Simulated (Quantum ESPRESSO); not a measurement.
# Fitting the LDA energy curve of SnTe

```yaml
crystal:
  lattice:
    - [0.00000, 3.15085, 3.15085]
    - [3.15085, 0.00000, 3.15085]
    - [3.15085, 3.15085, 0.00000]
  atoms:
    - { symbol: Te, position: [0.50000, 0.50000, 0.50000] }
    - { symbol: Sn, position: [0.00000, 0.00000, 0.00000] }
```

The cell was scaled at fixed shape and fractions and run with Quantum ESPRESSO, PseudoDojo 0.4.1 SR LDA standard, cutoff 1088 eV; LDA, k mesh 7 × 7 × 7 on the cell of 2 atoms, fermi-dirac occupations of 0.05 eV, no spin polarisation, no spin-orbit coupling. Energies are those that the program minimises, any entropy of the smearing included.

```tsv
V (Å³/atom)	energy over the lowest row (meV/atom)
29.4043	3.78
30.0299	0.00
30.6556	?
31.2812	4.71
31.9068	12.34
32.5324	23.00
33.1581	36.36
```

Question: Fit the third-order Birch-Murnaghan form, give V0, B0 and B′, and predict the energy left open.

Answer: With y = (V0/V)^(2/3), E = E0 + (9 V0 B0/16) [(y - 1)³ B′ + (y - 1)² (6 - 4y)]. Least squares through the rows shown give V0 = 30.2683 Å³/atom, E0 = -0.30 meV, B0 = 50.27 GPa (1 eV/Å³ = 160.218 GPa) and B′ = 4.46, with a largest miss of 0.00 meV. At V = 30.6556 the form with these constants gives 0.46 meV; the run gave 0.46 meV an atom. Measured volume: 31.45 Å³/atom at 300 K (a printed reference work), so the fit lies -3.8 % from it. The runs are for a static lattice.
